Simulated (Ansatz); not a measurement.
## Starting-point dependence of the GW gap of BN (P6_3/mmc)

How much of the starting functional survives in the G0W0 gap of BN (P6_3/mmc)?

Calculated with Ansatz 0.2.0; G0W0 on several functionals, plane waves, PAW.

Report form: the programs' logs are mostly left out.

The database entry behind the starting cell differs from later determinations by our own check (about 0.3 % short, minor phase), so it need not match the best structure at ambient conditions.

In doubt: masses and optical values from hybrid runs of this build are listed as unsure (step 4), which bears on the screening that GW takes from such a start.

**1. Set-up**

The structure is hexagonal, space group P6_3/mmc (No. 194). The conventional cell has a = 2.498 Å, b = 2.498 Å, c = 6.636 Å, α = 90.00°, β = 90.00°, γ = 120.00°. B has 3 N at 1.44 Å nearest. Nearest to N lie 3 B at 1.44 Å. Farther neighbours and most contacts between anions are not listed.

The cell and positions come from the Crystallography Open Database and are kept as given unless a step says otherwise. The default PAW set here is soft_2. Its files were made with PBE.

**2. G0W0 on LDA**

Now the one-shot GW correction: screening in the RPA, then the self-energy of the levels asked for.

This step: G0W0 on LDA, plane waves, PAW.

input.yaml

```yaml
crystal:
  lattice:
    - [2.49824, 0.0, 0.0]
    - [-1.24912, 2.1635393048, 0.0]
    - [0.0, 0.0, 6.6357]
  atoms:
    - { symbol: B, position: [0.3333333333, 0.6666666667, 0.25] }
    - { symbol: B, position: [0.6666666667, 0.3333333333, 0.75] }
    - { symbol: "N", position: [0.3333333333, 0.6666666667, 0.75] }
    - { symbol: "N", position: [0.6666666667, 0.3333333333, 0.25] }
kpoints:
  mp_grid: { grid: [9, 9, 2] }
hamiltonian:
  xc: lda
scf:
  occupations: { method: fixed }
gw:
  n_empty_bands: 107
  ecut_chi: 120
  qp_bands: [v2, c2]
  qp_kpoints: band_edges
  screening: { model: contour_deformation }
```

On the command line:

```bash
$ ansatz run input.yaml --threads 2 --pin off --max-ram 92160MiB --backend cuda --events-out ev --progress --plain --runs-dir out --devices 1 --max-vram 13GiB  # rebuilt from the run's record
```

It took 8.9 s on 1 × NVIDIA H100 80GB HBM3 (shared by 6 runs) with 2 threads of AMD EPYC 7R13 (Zen 3), shared host; peak memory 1.1 GiB.

Numbers from this step:

| Property | Result |
| --- | --- |
| bands summed | 115 |
| RPA ε∞ on this mesh (eigenvalues) | 2.638, 4.702, 4.702 |
| plane waves in the screening matrix | 107 |
| q-points in the mesh | 162 |
| G0W0 gap on the mesh | 5.870 eV |
| k of the valence top | 0.3333, 0.3333, -0.5 |
| k of the conduction bottom | 0.1111, 0.4444, 0 |
| starting gap on the mesh | 4.230 eV |
| Z at the valence top | 0.7823 |
| Z at the conduction bottom | 0.8166 |
| least direct G0W0 gap on the computed points | 6.207 eV |

The gap on the mesh goes from 4.23 eV to 5.87 eV, a correction of +1.64 eV. Between the two edge states, bare exchange in place of the xc potential would open the gap by 8.63 eV, and correlation takes back 6.99 eV.

**3. G0W0 on PBE**

One-shot GW remembers its start. Another functional's orbitals and levels show by how much.

This step: G0W0 on PBE, plane waves, PAW.

Changes to input.yaml since step 2:

```diff
@@ -13,3 +13,3 @@
 hamiltonian:
-  xc: lda
+  xc: pbe
 scf:
```

Wall time 15 s (1 × NVIDIA H100 80GB HBM3 (shared by 6 runs) with 2 threads); peak memory 1.1 GiB.

This step gave:

```yaml
bands_summed: 115
rpa_eps_infinity_on_this_mesh_eigenvalues: 2.533, 4.558, 4.558
plane_waves_in_the_screening_matrix: 107
q_points_in_the_mesh: 162
g0w0_gap_on_the_mesh: 5.919 eV
k_of_the_valence_top: 0.3333, 0.3333, -0.5
k_of_the_conduction_bottom: 0.1111, 0.4444, 0
starting_gap_on_the_mesh: 4.413 eV
z_at_the_valence_top: 0.7851
z_at_the_conduction_bottom: 0.8185
least_direct_g0w0_gap_on_the_computed_points: 6.258 eV
```

Against the run with 9×9×2 mesh, 107 empty bands, screening to 120 eV on LDA, the gap moves by +0.05 eV, while the start moved by +0.18 eV.

**4. G0W0 on HSE06**

This step: G0W0 on HSE06, plane waves, PAW.

Changes to input.yaml since step 3:

```diff
@@ -13,3 +13,3 @@
 hamiltonian:
-  xc: pbe
+  xc: hse06
 scf:
```

Run time: 27 s. Hardware: 1 × NVIDIA H100 80GB HBM3 (shared by 6 runs) with 2 threads; peak memory 1.4 GiB.

Numbers from this step:

```yaml
bands_summed: 115
rpa_eps_infinity_on_this_mesh_eigenvalues: 2.319, 3.771, 3.771
plane_waves_in_the_screening_matrix: 107
g0w0_gap_on_the_mesh: 6.546 eV
k_of_the_valence_top: 0.3333, 0.3333, -0.5
k_of_the_conduction_bottom: 0.1111, 0.4444, 0
starting_gap_on_the_mesh: 5.746 eV
least_direct_g0w0_gap_on_the_computed_points: 6.893 eV
```

Against the run with 9×9×2 mesh, 107 empty bands, screening to 120 eV on PBE, the gap moves by +0.63 eV, while the start moved by +1.33 eV.

**5. Side by side**

All on the 9×9×2 mesh with 107 empty bands and screening to 120 eV. Times are wall times on 1 × NVIDIA H100 80GB HBM3 (shared by 6 runs) with 2 threads of AMD EPYC 7R13 (Zen 3), shared host, good to a factor of about two.

```csv
start,starting gap (eV),shift (eV),G0W0 gap (eV),RPA ε∞ (harmonic mean),"Z (valence, conduction)",time
LDA,4.23,+1.64,5.87,3.73,"0.78, 0.82",8.9 s
PBE,4.41,+1.51,5.92,3.60,"0.79, 0.82",15 s
HSE06,5.75,+0.80,6.55,3.12,"0.82, 0.85",27 s
```

The parts of the quasiparticle energy at the two band edges (eV; QP = start + Σx + Σc − Vxc):

```csv
run,edge,start,Σx,Σc,Vxc,Z,QP
LDA,valence top,4.51,-20.50,2.54,-17.35,0.78,3.90
LDA,conduction bottom,8.74,-5.87,-4.45,-11.36,0.82,9.77
PBE,valence top,4.79,-20.63,2.63,-17.21,0.79,4.01
PBE,conduction bottom,9.21,-5.87,-4.36,-10.95,0.82,9.93
HSE06,valence top,3.98,-20.69,2.43,-17.93,0.82,3.65
HSE06,conduction bottom,9.73,-5.61,-4.10,-10.17,0.85,10.19
```

For a hybrid start, Vxc holds its share of exact exchange.

**6. Results**

| Item | Value |
| --- | --- |
| G0W0@LDA | 5.87 eV (start 4.23 eV) |
| G0W0@PBE | 5.92 eV (start 4.41 eV) |
| G0W0@HSE06 | 6.55 eV (start 5.75 eV) |
| known limits | not at the basis limit; coarse k mesh |

The starting gaps span 1.52 eV and the G0W0 gaps 0.68 eV. Between LDA and HSE06, 0.68 eV of the 1.52 eV survives, 45 %. HSE06 screens less than LDA (ε∞ 3.12 against 3.73). Of the 0.68 eV by which its G0W0 gap is higher, the correlation part gives +0.46 eV, and exchange with the one-particle terms, which follow the orbitals, +0.21 eV. The smallest correction, +0.80 eV, is on HSE06, the start nearest to reproducing itself. Bands and cutoff are finite, so the gap is not at the basis limit. The miss can reach some tenths of an eV and take either sign; the mesh is an error of its own. The 9×9×2 mesh is coarse for this cell (its supercell is 13 Å along the shortest edge). The RPA ε∞ on it, from the LDA start, is 2.64 and 4.70; such meshes misread the long-range screening, most where the gap is narrow.

[Paths, hosts, dates, memory and timing lines, banners, echoed tables and standing remarks are left out of the program output.]

[Logs are printed without paths, hosts, clocks, repeated set-up lines and the standing remarks that a program may print on its own settings, such as how far it seeks lower states.]

[Runs of the session that timed out or met a known fault of the program may be left out.]

[Cells called generated may have been cut or substituted from an entry of the Crystallography Open Database or the Materials Project.]

[Hosts, paths, dates, database ids (printed as entryN), source tags and the programs' standing remarks are cut or masked in the printed files.]
